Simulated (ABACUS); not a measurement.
# Ge (Fd-3m) in ABACUS: further runs

One crystal, Ge, is run at these levels: PBEsol, MS2; tasks: single point.

All numbers are computed with ABACUS 3.10.1; they aren't measurements. Logs are shortened: lines on timing, memory, paths and dates and some standing lists are left out, and cuts for length are marked.

**What was measured.**

“Temperature-dependent photoluminescence in Ge: experiment and theory”, 2020, arxiv:2003.00143 reports, for a bulk crystal of Ge at 0 K: band gap 0.744 eV (indirect).

How close the calculation comes is told below.

### Step 1. The crystal as given

It takes space group Fd-3m (No. 227, cubic). Conventional cell: a = 5.658 Å, b = 5.658 Å, c = 5.658 Å, α = 90.00°, β = 90.00°, γ = 90.00°. Ge (site symmetry -43m) is surrounded by 4 Ge at 2.45 Å.

### Step 2. Single point, PBEsol

The input, run_abacus.py:

```python
"""ABACUS run from a structure file: ASE reads it, the script writes STRU, KPT and INPUT."""
import re
import subprocess
from ase.io import read
from ase.units import Bohr

atoms = read("Ge.xyz")
atoms = atoms[(-atoms.numbers).argsort(kind="stable")]  # ABACUS lists atoms element by element
pseudo = {'Ge': 'ge_pbe_v1.4.uspp.F.UPF'}
orbital = {}
magmoms = None
kmesh = [6, 6, 6]
params = {
    'suffix': 'Ge',
    'calculation': 'scf',
    'basis_type': 'pw',
    'pseudo_dir': './',
    'symmetry': 1,
    'dft_functional': 'pbesol',
    'ecutwfc': 55,
    'pseudo_rcut': 10,
    'nspin': 1,
    'nbands': 24,
    'ks_solver': 'dav',
    'smearing_method': 'fd',
    'smearing_sigma': 0.00367493,
    'scf_thr': 1e-08,
    'scf_nmax': 100,
    'mixing_type': 'broyden',
    'mixing_beta': 0.7,
    'cal_force': 1,
    'cal_stress': 1,
    'ecutrho': 440,
    'out_chg': 1,
    'kpar': 4,
}

symbols = atoms.get_chemical_symbols()
elements = list(dict.fromkeys(symbols))
lines = ["ATOMIC_SPECIES"] + [f"{e} {atoms.get_masses()[symbols.index(e)]:.4f} {pseudo[e]}" for e in elements]
if orbital:
    lines += ["", "NUMERICAL_ORBITAL"] + [orbital[e] for e in elements]
lines += ["", "LATTICE_CONSTANT", f"{1 / Bohr:.10f}", "", "LATTICE_VECTORS"]
lines += [" ".join(f"{x:.10f}" for x in v) for v in atoms.cell]
lines += ["", "ATOMIC_POSITIONS", "Direct"]
for e in elements:
    lines += ["", e, "0.0", str(symbols.count(e))]
    for i, p in enumerate(atoms.get_scaled_positions(wrap=False)):
        if symbols[i] == e:
            mag = "" if magmoms is None else " mag " + " ".join(str(x) for x in (magmoms[i] if isinstance(magmoms[i], list) else [magmoms[i]]))
            lines.append(" ".join(f"{x:.10f}" for x in p) + " 1 1 1" + mag)
open("STRU", "w").write("\n".join(lines) + "\n")
open("KPT", "w").write("K_POINTS\n0\nGamma\n%d %d %d 0 0 0\n" % tuple(kmesh))
open("INPUT", "w").write("INPUT_PARAMETERS\n" + "".join(f"{k:<20s}{v}\n" for k, v in params.items()))

done = subprocess.run(['mpirun', '-np', '4', 'abacus'])
if done.returncode:
    raise SystemExit(done.returncode)
log = open("OUT.Ge/running_scf.log").read()
print("final energy (eV):", re.findall(r"FINAL_ETOT_IS (\S+)", log))
```

The input, Ge.xyz:

```xyz
2
Lattice="0.0000000000 2.8289100000 2.8289100000 2.8289100000 0.0000000000 2.8289100000 2.8289100000 2.8289100000 0.0000000000" Properties=species:S:1:pos:R:3 pbc="T T T"
Ge     4.2433650000      4.2433650000      4.2433650000
Ge     2.8289100000      2.8289100000      2.8289100000
```

Potentials or basis: SSSP 1.3 efficiency PBE, plane waves.

The run is started by

```console
$ OMP_NUM_THREADS=1 python run_abacus.py > log
```

running log:

```text
ABACUS v3.10.1

               Atomic-orbital Based Ab-initio Computation at UStc

 ------------------------------------------------------------------------------------

 READING GENERAL INFORMATION
                           global_out_dir = OUT.Ge/
                           global_in_card = INPUT
                               pseudo_dir = ./
                              orbital_dir =
                                    DSIZE = 4
                                    GSIZE = 1

 READING UNITCELL INFORMATION
                                    ntype = 1
                  lattice constant (Bohr) = 1.88973
              lattice constant (Angstrom) = 1

 READING ATOM TYPE 1
                               atom label = Ge
                      L=0, number of zeta = 1
                      L=1, number of zeta = 1
                      L=2, number of zeta = 1
             number of atom for this type = 2

                        TOTAL ATOM NUMBER = 2
DIRECT COORDINATES
    atom                   x                   y                   z     mag                  vx                  vy                  vz
taud_Ge1            0.7500000000        0.7500000000        0.7500000000  0.0000        0.0000000000        0.0000000000        0.0000000000
taud_Ge2            0.5000000000        0.5000000000        0.5000000000  0.0000        0.0000000000        0.0000000000        0.0000000000

                          Volume (Bohr^3) = 305.551
                             Volume (A^3) = 45.278

 Lattice vectors: (Cartesian coordinate: in unit of a_0)
                   +0            +2.82891            +2.82891
             +2.82891                  +0            +2.82891
             +2.82891            +2.82891                  +0
 Reciprocal vectors: (Cartesian coordinate: in unit of 2 pi/a_0)
            -0.176747           +0.176747           +0.176747
            +0.176747           -0.176747           +0.176747
            +0.176747           +0.176747           -0.176747
 The esolver type has been set to : ksdft_pw

                PAO radial cut off (Bohr) = 10

 Read in pseudopotential file is ge_pbe_v1.4.uspp.F.UPF
                     pseudopotential type = US
          exchange-correlation functional = PBE
                 nonlocal core correction = 1
                        valence electrons = 14
                                     lmax = 2
                           number of zeta = 3
                     number of projectors = 6
                           L of projector = 0
                           L of projector = 0
                           L of projector = 1
                           L of projector = 1
                           L of projector = 2
                           L of projector = 2
 XC functional updated to : pbesol
          exchange-correlation functional = PBESOL
     initial pseudo atomic orbital number = 18

 SETUP THE ELECTRONS NUMBER
            electron number of element Ge = 14
      total electron number of element Ge = 28
            AUTOSET number of electrons:  = 28
                           occupied bands = 14
                                   NBANDS = 24
                                   NLOCAL = 18

%%%%%%%%%%%%%%%%%%%%%%%%%%%%%%%%%%%%%%%%%%%%%%%%%%%%%%%%%%%%%%%%%%%%%%%%%%%%%%%%%%%%%%%%%%%%%%%%%%%%%%%%%%
 Warning: the number of valence electrons in pseudopotential > 4 for Ge: [Ar] 3d10 4s2 4p2
 Pseudopotentials with additional electrons can yield (more) accurate outcomes, but may be less efficient.
 If you're confident that your chosen pseudopotential is appropriate, you can safely ignore this warning.
%%%%%%%%%%%%%%%%%%%%%%%%%%%%%%%%%%%%%%%%%%%%%%%%%%%%%%%%%%%%%%%%%%%%%%%%%%%%%%%%%%%%%%%%%%%%%%%%%%%%%%%%%%

 SETUP THE PLANE WAVE BASIS
 energy cutoff for charge/potential (unit:Ry) = 220
            fft grid for charge/potential = [ 36, 36, 36 ]
                        fft grid division = [ 1, 1, 1 ]
        big fft grid for charge/potential = [ 54, 54, 54 ]
                                     nbxx = 157464
                                     nrxx = 46656

 SETUP PLANE WAVES FOR CHARGE/POTENTIAL
                    number of plane waves = 16865
                         number of sticks = 859

 PARALLEL PW FOR CHARGE/POTENTIAL
     PROC   COLUMNS(POT)             PW
        1            859          16865
 --------------- sum -------------------
        1            859          16865
                            number of |g| = 214
                                  max |g| = 19.837
                                  min |g| = 0

 energy cutoff for dense charge/potential (unit:Ry) = 440
      fft grid for dense charge/potential = [ 54, 54, 54 ]
                                     nrxx = 157464

 SETUP PLANE WAVES FOR dense CHARGE/POTENTIAL
                    number of plane waves = 47591
                         number of sticks = 1735

[... 41 lines left out ...]
                   SPACE GROUP OPERATIONS = 48
                                       C2 = 3
                                       C3 = 8
                                       C4 = 0
                                       C6 = 0
                                       S1 = 6
                                       S3 = 0
                                       S4 = 6
                                       S6 = 0
                              POINT GROUP = T_d
               POINT GROUP IN SPACE GROUP = O_h

 SETUP K-POINTS
                                    nspin = 1
                   Input type of k points = Monkhorst-Pack(Gamma)
                                   nkstot = 216
                       right hand lattice = 1
(for reciprocal lattice: )
                             BRAVAIS TYPE = 2
                     BRAVAIS LATTICE NAME = 02. Cubic I (body-centered)
                                    ibrav = 2
                       right hand lattice = 1
(for k-lattice: )
                             BRAVAIS TYPE = 2
                     BRAVAIS LATTICE NAME = 02. Cubic I (body-centered)
                                    ibrav = 2
                       right hand lattice = 1
                        ROTATION MATRICES = 48
                               nkstot_ibz = 16
K-POINTS REDUCTION ACCORDING TO SYMMETRY
     IBZ    DIRECT_X    DIRECT_Y    DIRECT_Z  WEIGHT  ibz2bz
       1  0.00000000  0.00000000  0.00000000  0.0046       0
       2  0.16666667  0.16666667  0.16666667  0.0370       1
       3  0.33333333  0.33333333  0.33333333  0.0370       2
       4  0.50000000  0.50000000  0.50000000  0.0185       3
       5  0.16666667  0.16666667  0.00000000  0.0278       7
       6  0.33333333  0.33333333  0.16666667  0.1111       8
[... 8 lines left out ...]
      15  0.50000000  0.33333333 -0.33333333  0.1111      52
      16  0.50000000  0.33333333 -0.16666667  0.0556      58

                               nkstot now = 16
[... K-POINTS DIRECT COORDINATES: 16 rows ...]

           k-point number in this process = 4
       minimum distributed K point number = 4
[... stars of the k points ...]

[... K-POINTS CARTESIAN COORDINATES: 4 rows ...]

[... K-POINTS DIRECT COORDINATES: 4 rows ...]

 SETUP PLANE WAVES FOR WAVE FUNCTIONS
     energy cutoff for wavefunc (unit:Ry) = 55
              fft grid for wave functions = [ 36, 36, 36 ]
                    number of plane waves = 2637
                         number of sticks = 253

 PARALLEL PW FOR WAVE FUNCTIONS
     PROC   COLUMNS(POT)             PW
        1            253           2637
 --------------- sum -------------------
        1            253           2637

 SETUP NONLOCAL PSEUDOPOTENTIALS IN PLANE WAVE BASIS
 Ge non-local projectors:
 projector 1 L=0
 projector 2 L=0
 projector 3 L=1
 projector 4 L=1
 projector 5 L=2
 projector 6 L=2
      TOTAL NUMBER OF NONLOCAL PROJECTORS = 36

 Init Non-Local PseudoPotential table :
 Init Non-Local-Pseudopotential done.

                                     npwx = 2120

 Make real space PAO into reciprocal space.
       max mesh points in Pseudopotential = 695
     dq(describe PAO in reciprocal space) = 0.01
                                    max q = 894

 number of pseudo atomic orbitals for Ge is 3
WARNING: norm of atomic wavefunction # 3 of atomic type Ge is 0.999782, renormalized

 -------------------------------------------
 SELF-CONSISTENT
 -------------------------------------------
                                 init_chg = atomic

 PW ALGORITHM --------------- ION=   1  ELEC=   1--------------------------------

 Notice: Threshold on eigenvalues was too large.
 hsover_error=0.28 > DRHO=0.0371016
 Origin diag ethr = 0.01
 New diag ethr = 0.000132506

 Density error is 0.0373692755854
                          Error Threshold = 0.000132505714919
----------------------------------------------------------
     Energy           Rydberg                 eV
----------------------------------------------------------
 E_KohnSham     -426.1132026831      -5797.5675495196
 E_Harris       -426.2606209730      -5799.5732782515
 E_Fermi        0.5918702599         8.0528080116
----------------------------------------------------------
[... 51 lines left out ...]
 Density error is 4.72079107767e-09
                          Error Threshold = 3.53061384027e-10
----------------------------------------------------------
     Energy           Rydberg                 eV
----------------------------------------------------------
 E_KohnSham     -426.1143069396      -5797.5825736997
 E_KS(sigma->0) -426.1142335437      -5797.5815750976
 E_Harris       -426.1134147904      -5797.5704353863
 E_band         -22.2061358064       -302.1299775288
 E_one_elec     -278.0507993373      -3783.0752044420
 E_Hartree      164.8211527055       2242.5068277233
 E_xc           -115.3837554385      -1569.8765306014
 E_Ewald        -197.5007580776      -2687.1356691753
 E_entropy(-TS) -0.0001467918        -0.0019972044
 E_descf        0.0000000000         0.0000000000
 E_exx          0.0000000000         0.0000000000
 E_Fermi        0.6141781906         8.3563229790
----------------------------------------------------------

 charge density convergence is achieved
 final etot is -5797.5825737 eV
 EFERMI = 8.356322979 eV

 STATE ENERGY(eV) AND OCCUPATIONS    NSPIN == 1
 1/4 kpoint (Cartesian) = 0.0000 0.0000 0.0000 (2085 pws)
       1       -16.3157     0.00925926
       2       -16.3157     0.00925926
       3       -16.3157     0.00925926
       4       -16.2792     0.00925926
       5       -16.2792     0.00925926
       6       -16.0652     0.00925926
[... 94 lines left out ...]
      23        20.7635        0.00000
      24        20.7635        0.00000

------------------------------------------------------------------------------------------
 TOTAL-FORCE (eV/Angstrom)
------------------------------------------------------------------------------------------
                       Ge1         0.0000000000         0.0000000000         0.0000000000
                       Ge2         0.0000000000         0.0000000000         0.0000000000
------------------------------------------------------------------------------------------

----------------------------------------------------------------
 TOTAL-STRESS (KBAR)
----------------------------------------------------------------
         7.2043605600         0.0000000000         0.0000000000
         0.0000000000         7.2043605600        -0.0000000000
        -0.0000000000        -0.0000000000         7.2043605600
----------------------------------------------------------------
 TOTAL-PRESSURE: 7.204361 KBAR

 --------------------------------------------
 !FINAL_ETOT_IS -5797.5825736997467175 eV
 --------------------------------------------
```

It took 11 s on 4 MPI ranks of Intel Xeon 6975P-C (Granite Rapids), shared host; peak memory 0.96 GiB.

Results:

| Item | Value |
| --- | --- |
| Free energy | -5797.5826 eV |
| Pressure | 0.7 GPa |
| Band gap on the k mesh | none (metal or under the smearing width) |

Caveat: the potentials were made for another functional, which shifts forces and pressure; this crystal is a semiconductor, whose small gap the functional closes, so the metal is an error of the method.

### Step 3. Single point, MS2

Changes to run_abacus.py since step 2:

```diff
@@ -6,8 +6,8 @@
 
-atoms = read("Ge.xyz")
+atoms = read("POSCAR")
 atoms = atoms[(-atoms.numbers).argsort(kind="stable")]  # ABACUS lists atoms element by element
-pseudo = {'Ge': 'ge_pbe_v1.4.uspp.F.UPF'}
+pseudo = {'Ge': 'Ge_ONCV_PBE-1.2.upf'}
 orbital = {}
 magmoms = None
-kmesh = [6, 6, 6]
+kmesh = [5, 5, 5]
 params = {
@@ -18,4 +18,4 @@
     'symmetry': 1,
-    'dft_functional': 'pbesol',
-    'ecutwfc': 55,
+    'dft_functional': 'MGGA_X_MS2+GGA_C_REGTPSS',
+    'ecutwfc': 91,
     'pseudo_rcut': 10,
@@ -32,3 +32,3 @@
     'cal_stress': 1,
-    'ecutrho': 440,
+    'mixing_tau': 1,
     'out_chg': 1,
```

The input, POSCAR:

```
Ge
1.0
    0.0000000000      2.8289100000      2.8289100000
    2.8289100000      0.0000000000      2.8289100000
    2.8289100000      2.8289100000      0.0000000000
Ge
2
Direct
    0.7500000000      0.7500000000      0.7500000000
    0.5000000000      0.5000000000      0.5000000000
```

Potentials or basis: SG15 ONCV 1.2 PBE, plane waves.

The run is started by

```console
$ OMP_NUM_THREADS=1 python run_abacus.py > log
```

Wall time 21 s (4 MPI ranks of Intel Xeon 6975P-C (Granite Rapids), shared host); peak memory 0.4 GiB.

The run converged. Its results:

```
Free energy            : -3808.2724 eV
Pressure               : 39.8 GPa
Band gap on the k mesh : 0.72 eV, direct
```

Levels at points of the mesh, in eV from the valence-band top:
```
           k point  band 11  band 12  band 13  band 14  band 15  band 16  band 17  band 18
(0.00, 0.00, 0.00)   -12.93     0.00     0.00     0.00     0.72     2.92     2.92     2.92
```

Caveat: a pressure of tens of GPa on the cell as given is suspect, and the run, the potentials or the cell itself is likely at fault; the potentials were made for another functional, which shifts forces and pressure; an odd mesh through Γ misses points on the zone boundary, where band edges often lie.

### Step 4. Against experiment

Step 2. A measured gap of Ge is 0.744 eV (indirect; 0 K; “Temperature-dependent photoluminescence in Ge: experiment and theory”, 2020, arxiv:2003.00143); the calculated 0.00 eV misses it by -0.74 eV. 3 values of this kind are on record (0.666 to 0.807 eV); this one was drawn at random among those near their median. Spin-orbit coupling on Ge is left out. The value is that of PBEsol on a finite k mesh, which can miss the band edges, without temperature or zero-point motion. Semilocal functionals fall short of measured gaps as a rule.

Step 3. The gap isn't set beside the measured one, since this odd mesh misses points on the zone boundary.
